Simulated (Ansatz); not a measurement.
**Strain response of TiAl**

Theory: Ansatz, DFT r2SCAN, scalar-relativistic, plane waves, PAW. Run with 500 eV cutoff, 18×18×14 k-mesh, Gaussian smearing of 0.10 eV, no spin polarisation.

Starting point, cell and atoms relaxed:

```
CELL_PARAMETERS angstrom
2.80984 0.00000 0.00000
0.00000 2.80984 0.00000
0.00000 0.00000 4.06577
ATOMIC_POSITIONS crystal
Ti 0.50000 0.50000 0.50000
Al 0.00000 0.00000 0.00000
```

Deformation: c alone is stretched, the rest of the cell is held and the atoms relax, all within the symmetry that the strain leaves. Energies are extrapolated to zero smearing. Stress is positive in compression, on the Cartesian axes of the cell above.

```tsv
strain (%)	ΔE (meV/atom)	a (Å)	b (Å)	c (Å)	σxx (GPa)	σyy (GPa)	σzz (GPa)
-4.5	19.7	2.810	2.810	3.883	4.83	4.83	8.48
-3.0	8.9	2.810	2.810	3.944	3.03	3.03	5.77
-1.5	2.3	2.810	2.810	4.005	1.45	1.45	2.91
+0.0	0.0	2.810	2.810	4.066	0.06	0.06	0.07
+1.5	2.0	2.810	2.810	4.127	-1.15	-1.15	-2.72
+3.0	8.1	2.810	2.810	4.188	-2.30	-2.30	-5.29
+4.5	17.9	2.810	2.810	4.249	-3.32	-3.32	-7.73
```